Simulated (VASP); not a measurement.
# TiTe2 in VASP: a series of runs

The runs below take TiTe2 through single point, with PBE.

Everything below comes from runs of VASP 6.6.1. Logs are shortened: lines on timing, memory, paths and dates and some standing lists are left out, and cuts for length are marked.

## 1. Starting point

The cell holds a slab with vacuum, 6 atoms: a = 3.777 Å, b = 3.777 Å, c = 21.913 Å, α = 90.00°, β = 90.00°, γ = 120.00°.

## 2. Single point, PBE

INCAR reads:

```
PREC = Accurate
ENCUT = 400
EDIFF = 1E-7
ISMEAR = 0
SIGMA = 0.05
LREAL = False
LASPH = True
NELM = 120
ALGO = Normal
ISIF = 2
LWAVE = False
LCHARG = False
LDIPOL = True
IDIPOL = 3
DIPOL = 0.5 0.5 0.500
GGA = PE
NBANDS = 38
LVHAR = True
LVACPOTAV = True
```

KPOINTS reads:

```
regular mesh
0
Gamma
  7 7 1
```

POSCAR reads:

```
TiTe2
1.0
    3.7770008876      0.0000000000      0.0000000000
   -1.8885004438      3.2709787188      0.0000000000
    0.0000000000      0.0000000000     21.9133488000
Te Ti
4 2
Direct
    0.3333333333      0.6666666666      0.2738057088
    0.6666666667      0.3333333334      0.4296627086
    0.3333333333      0.6666666666      0.5703372914
    0.6666666667      0.3333333334      0.7261942912
    0.0000000000      0.0000000000      0.3517342087
    0.0000000000      0.0000000000      0.6482657913
```

Potentials or basis: VASP PAW PBE potentials, release 64 (Te, Ti_sv).

Started as:

```sh
$ cat potpaw_PBE.64/Te/POTCAR potpaw_PBE.64/Ti_sv/POTCAR > POTCAR
$ mpirun -np 1 vasp_std > vasp.out
```

OUTCAR:

```text
PREC = Accurate
   ENCUT = 400
   EDIFF = 1E-7
   ISMEAR = 0
   LREAL = False
   LASPH = True
   NELM = 120
   ISIF = 2
   GGA = PE

 Found      8 irreducible k-points:

 Following reciprocal coordinates:
            Coordinates               Weight
  0.000000  0.000000  0.000000      1.000000
  0.142857  0.000000  0.000000      6.000000
  0.285714  0.000000  0.000000      6.000000
  0.428571 -0.000000  0.000000      6.000000
  0.142857  0.142857  0.000000      6.000000
  0.285714  0.142857  0.000000     12.000000
   k-points           NKPTS =      8   k-points in BZ     NKDIM =      8   number of bands    NBANDS=     38
   number of dos      NEDOS =    301   number of ions     NIONS =      6
   total plane-waves  NPLWV = 112896
   dimension x,y,z NGX =    28 NGY =   28 NGZ =  144
   dimension x,y,z NGXF=    56 NGYF=   56 NGZF=  288
   ions per type =               4   2
   NGX,Y,Z   is equivalent  to a cutoff of  12.32, 12.32, 10.92 a.u.
   NGXF,Y,Z  is equivalent  to a cutoff of  24.65, 24.65, 21.85 a.u.
 SYSTEM =  unknown system
   PREC   = accura    normal or accurate (medium, high low for compatibility)
   ISTART =      0    job   : 0-new  1-cont  2-samecut
   ICHARG =      2    charge: 1-file 2-atom 10-const
   ISPIN  =      1    spin polarized calculation?
   LNONCOLLINEAR =      F non collinear calculations
   LSORBIT =      F    spin-orbit coupling
   LASPH  =      T    aspherical Exc in radial PAW
   ENCUT  =  400.0 eV  29.40 Ry    5.42 a.u.   6.16  6.16 35.74*2*pi/ulx,y,z
   NELM   =    120;   NELMIN=  2; NELMDL= -5     # of ELM steps
   EDIFF  = 0.1E-06   stopping-criterion for ELM
   LREAL  =      F    real-space projection
   EDIFFG = 0.1E-05   stopping-criterion for IOM
   NSW    =      0    number of steps for IOM
   IBRION =     -1    ionic relax: 0-MD 1-quasi-New 2-CG
   NFREE  =      0    steps in history (QN), initial steepest desc. (CG)
   ISIF   =      2    stress and relaxation
   ISYM   =      2    0-nonsym 1-usesym 2-fastsym
   POTIM  = 0.5000    time-step for ionic-motion
   TEBEG  =    0.0;   TEEND  =   0.0 temperature during run
   PSTRESS=    0.0 pullay stress
   NELECT =      48.0000    total number of electrons
   NUPDOWN=      -1.0000    fix difference up-down
   EMIN   =  10.00;   EMAX   =-10.00  energy-range for DOS
   EFERMI =   0.00;   METHOD = LEGACY
   ISMEAR =     0;   SIGMA  =   0.05  broadening in eV -4-tet -1-fermi 0-gaus
   EFERMI_NEDOS =   21; number of points for ismear=-14 and -15
   IALGO  =     38    algorithm
   IMIX   =      4    mixing-type and parameters
     AMIX     =   0.40;   BMIX     =  1.00
     AMIX_MAG =   1.60;   BMIX_MAG =  1.00
  volume/ion in A,a.u.               =      45.12       304.49
  Fermi-wavevector in a.u.,A,eV,Ry     =   0.919695  1.737972 11.508349  0.845840
  Thomas-Fermi vector in A             =   2.044918
   LORBIT       =      0    0 simple, 1 ext, 2 COOP (PROOUT), +10 PAW based schemes
   GGA     = PE    functional components
   LHFCALC =     F    Hartree Fock is set to
   AEXX    =    0.0000 exact exchange contribution
   IVDW    =     0    specifies the selected vdW correction
   LEPSILON=     F    determine dielectric tensor
   LRPA    =     F    only Hartree local field effects (RPA)
 non-spin polarized calculation
 Gauss-broadening in eV      SIGMA  =   0.05
  energy-cutoff  :      400.00
  volume of cell :      270.73
 maximum number of plane-waves:      4955
 NGX is ok and might be reduce to    28
   NGX = 13   NGY = 13   NGZ = 71

 dipolmoment           0.000000      0.000000     -0.000000 electrons x Angstroem

 number of electron      47.9999995 magnetization

 dipolmoment           0.000000      0.000000      0.000000 electrons x Angstroem

 Free energy of the ion-electron system (eV)
  ---------------------------------------------------
  ext. energy  EPLUGINS =         0.00000000
  ---------------------------------------------------
  free energy    TOTEN  =       -32.35630290 eV

  energy without entropy =      -32.35220082  energy(sigma->0) =      -32.35425186

 E-fermi :   1.9285     XC(G=0):  -6.3676

 val. band max:        1.9063950473   @ k =   0.1429   0.0000   0.0000
 cond. band min:       2.0250235109   @ k =   0.4286  -0.0000   0.0000
 fundamental gap:      0.1186284636
 Fermi energy:         1.9284786856

 k-point     1 :       0.0000    0.0000    0.0000
  band No.  band energies     occupation
      1     -55.4967      2.00000
      2     -55.4967      2.00000
      3     -31.7515      2.00000
      4     -31.7515      2.00000
      5     -31.7515      2.00000
      6     -31.7515      2.00000
[... 28 lines left out ...]
     35       6.2434      0.00000
     36       6.6660      0.00000

 k-point     2 :       0.1429    0.0000    0.0000
  band No.  band energies     occupation
      1     -55.4961      2.00000
      2     -55.4960      2.00000
      3     -31.7593      2.00000
      4     -31.7593      2.00000
      5     -31.7533      2.00000
      6     -31.7533      2.00000
[... 28 lines left out ...]
     35       6.5751      0.00000
     36       6.9662      0.00000

 k-point     3 :       0.2857    0.0000    0.0000
  band No.  band energies     occupation
      1     -55.4949      2.00000
      2     -55.4948      2.00000
      3     -31.7767      2.00000
      4     -31.7767      2.00000
      5     -31.7573      2.00000
      6     -31.7573      2.00000
[... 28 lines left out ...]
     35       7.0940      0.00000
     36       7.2222      0.00000

 k-point     4 :       0.4286   -0.0000    0.0000
  band No.  band energies     occupation
      1     -55.4939      2.00000
      2     -55.4939      2.00000
      3     -31.7907      2.00000
      4     -31.7907      2.00000
      5     -31.7605      2.00000
      6     -31.7605      2.00000
[... 28 lines left out ...]
     35       6.4019      0.00000
     36       6.7481      0.00000

 k-point     5 :       0.1429    0.1429    0.0000
  band No.  band energies     occupation
      1     -55.4952      2.00000
      2     -55.4951      2.00000
      3     -31.7708      2.00000
      4     -31.7708      2.00000
      5     -31.7573      2.00000
      6     -31.7573      2.00000
[... 28 lines left out ...]
     35       7.1163      0.00000
     36       7.3857      0.00000

 k-point     6 :       0.2857    0.1429    0.0000
  band No.  band energies     occupation
      1     -55.4941      2.00000
      2     -55.4941      2.00000
      3     -31.7842      2.00000
      4     -31.7842      2.00000
      5     -31.7632      2.00000
      6     -31.7632      2.00000
[... 28 lines left out ...]
     35       7.1851      0.00000
     36       7.4370      0.00000

 [... further k-points ...]

 [bands above 36 left out]

------------------------ aborting loop because EDIFF is reached ----------------------------------------

  FORCE on cell =-STRESS in cart. coord.  units (eV):
  Direction    XX          YY          ZZ          XY          YZ          ZX
  --------------------------------------------------------------------------------------
  -------------------------------------------------------------------------------------
  Total        0.4343662      0.4343662      1.3741378      0.0000000     -0.0000000     -0.0000000
  in kB        2.5705916      2.5705916      8.1321863      0.0000000     -0.0000000     -0.0000000
  external PRESSURE =       4.4244565 kB  Pullay stress =       0.0000000 kB

 VOLUME and BASIS-vectors are now :
 -----------------------------------------------------------------------------
  energy-cutoff  :      400.00
  volume of cell :      270.73
      direct lattice vectors                 reciprocal lattice vectors
     3.777000888  0.000000000  0.000000000     0.264760330  0.152859448  0.000000000
    -1.888500444  3.270978719  0.000000000     0.000000000  0.305718895  0.000000000
     0.000000000  0.000000000 21.913348800     0.000000000  0.000000000  0.045634285

 POSITION                                       TOTAL-FORCE (eV/Angst)
 -----------------------------------------------------------------------------------
     -0.00000      2.18065      6.00000        -0.000000      0.000000     -0.232831
      1.88850      1.09033      9.41535         0.000000     -0.000000     -0.013128
     -0.00000      2.18065     12.49800        -0.000000      0.000000      0.013128
      1.88850      1.09033     15.91335        -0.000000     -0.000000      0.232831
      0.00000      0.00000      7.70767         0.000000      0.000000      0.125146
      0.00000      0.00000     14.20567         0.000000     -0.000000     -0.125146
 -----------------------------------------------------------------------------------
    total drift:                               -0.000000     -0.000000      0.000000

  FREE ENERGIE OF THE ION-ELECTRON SYSTEM (eV)
  ---------------------------------------------------
  free  energy   TOTEN  =       -32.3563028951 eV

  energy  without entropy=      -32.3522008152  energy(sigma->0) =      -32.35425186

 vacuum level on the upper side and lower side of the slab         6.933         6.933
```

OSZICAR:

```text
N       E                     dE             d eps       ncg     rms          rms(c)
DAV:   1     0.370598962448E+03    0.37060E+03   -0.18410E+04   672   0.912E+02
DAV:   2     0.109065864736E+02   -0.35969E+03   -0.34291E+03   700   0.271E+02
DAV:   3    -0.304979760454E+02   -0.41405E+02   -0.40557E+02   904   0.847E+01
[... 18 lines left out ...]
DAV:  22    -0.323563015168E+02   -0.12340E-04   -0.19140E-06   734   0.965E-03    0.345E-03
DAV:  23    -0.323563021101E+02   -0.59337E-06   -0.17286E-07   618   0.245E-03    0.306E-03
DAV:  24    -0.323563026687E+02   -0.55858E-06   -0.18765E-08   492   0.605E-04    0.268E-03
DAV:  25    -0.323563029023E+02   -0.23357E-06   -0.19235E-08   522   0.765E-04    0.111E-03
DAV:  26    -0.323563028951E+02    0.72359E-08   -0.46178E-09   436   0.284E-04
   1 F= -.32356303E+02 E0= -.32354252E+02  d E =-.410208E-02
```

stdout:

```text
POSCAR found type information on POSCAR TeTi
 POSCAR found :  2 types and       6 ions
 scaLAPACK will be used
 LDA part: xc-table for (Slater+PW92), standard interpolation
 POSCAR, INCAR and KPOINTS ok, starting setup
 FFT: planning ... GRIDC
 FFT: planning ... GRID_SOFT
 FFT: planning ... GRID
 WAVECAR not read
 entering main loop
 -----------------------------------------------------------------------------
|                                                                             |
|           W    W    AA    RRRRR   N    N  II  N    N   GGGG   !!!           |
|           W    W   A  A   R    R  NN   N  II  NN   N  G    G  !!!           |
|           W    W  A    A  R    R  N N  N  II  N N  N  G       !!!           |
|           W WW W  AAAAAA  RRRRR   N  N N  II  N  N N  G  GGG   !            |
|           WW  WW  A    A  R   R   N   NN  II  N   NN  G    G                |
|           W    W  A    A  R    R  N    N  II  N    N   GGGG   !!!           |
|                                                                             |
|     Did not find any points to average over, which means that no vacuum     |
|     field-free region was found. Please increase the size of  your cell     |
|     in the dimension of the dipole correction to obtain accurate            |
|     workfunction values.                                                    |
|                                                                             |
 -----------------------------------------------------------------------------
```

Run time: 2 min. Hardware: 1 thread of Intel Xeon Platinum 8488C (Sapphire Rapids), shared host; peak memory 0.33 GiB.

These settings aren't checked as converged: the numbers below hold their error.

What came out:

* Free energy: -32.3563 eV
* Largest force: 0.233 eV/Å
* Band gap on the k mesh: none (metal or under the smearing width)
* Work function of the upper face: 5.00 eV
* Work function of the lower face: 5.00 eV

## 3. Single point, PBE

Changes to INCAR since step 2:

```diff
@@ -1,3 +1,3 @@
 PREC = Accurate
-ENCUT = 400
+ENCUT = 460
 EDIFF = 1E-7
```

KPOINTS is that of step 2.

POSCAR is that of step 2.

Potentials or basis: VASP PAW PBE potentials, release 64 (Te, Ti_sv).

Started as:

```sh
$ cat potpaw_PBE.64/Te/POTCAR potpaw_PBE.64/Ti_sv/POTCAR > POTCAR
$ mpirun -np 1 vasp_std > vasp.out
```

Run time: 2.5 min. Hardware: 1 thread of Intel Xeon Platinum 8488C (Sapphire Rapids), shared host; peak memory 0.35 GiB.

These settings aren't checked as converged: the numbers below hold their error.

What came out:

| Quantity | Value |
| --- | --- |
| Free energy | -32.3608 eV |
| Largest force | 0.230 eV/Å |
| Band gap on the k mesh | none (metal or under the smearing width) |
| Work function of the upper face | 5.00 eV |
| Work function of the lower face | 5.00 eV |

## 4. Single point, PBE

Changes to INCAR since step 3:

```diff
@@ -2,3 +2,3 @@
 ENCUT = 460
-EDIFF = 1E-7
+EDIFF = 0.001
 ISMEAR = 0
```

KPOINTS is that of step 3.

POSCAR is that of step 3.

Started as:

```sh
$ cat potpaw_PBE.64/Te/POTCAR potpaw_PBE.64/Ti_sv/POTCAR > POTCAR
$ mpirun -np 1 vasp_std > vasp.out
```

Run time: 70 s. Hardware: 1 thread of Intel Xeon Platinum 8488C (Sapphire Rapids), shared host; peak memory 0.34 GiB.

These settings aren't checked as converged: the numbers below hold their error.

What came out:

| Item | Value |
| --- | --- |
| Free energy | -32.3614 eV |
| Largest force | 0.244 eV/Å |
| Band gap on the k mesh | none (metal or under the smearing width) |
